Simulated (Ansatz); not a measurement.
Runs of Ansatz 0.2.0 on KZnF3. The structure is cubic, space group Pm-3m (No. 221). The conventional cell has a = 4.050 Å, b = 4.050 Å, c = 4.050 Å, α = 90.00°, β = 90.00°, γ = 90.00°. Zn (site symmetry m-3m) is surrounded by 6 F at 2.02 Å. K (site symmetry m-3m) is surrounded by 12 F at 2.86 Å. Around F (site symmetry 4/mmm) lie 2 Zn at 2.02 Å. 

```csv
level,cutoff (eV),gap on the mesh (eV),pressure (GPa)
r2SCAN,500,4.74,-0.2
LDA,420,(c),-4.8
PBE,420,3.97,(b)
PBEsol,420,3.83,(a)
```

Alike in all rows: task band structure; potentials or basis Ansatz PAW; no spin polarisation; cell as given; k mesh 7 × 7 × 7; smearing fermi-dirac 0.05 eV.

Problem. Fill in the values left out.

Solution. (a) 0.1; (b) 4.6; (c) 3.75.

Caveats: the k mesh misses the band edges, so the gap on the mesh is wider than the one along the path; the PAW data sets come from PBE, with cores solved anew for the run's functional, which leaves a small shift of forces and pressure (some runs).
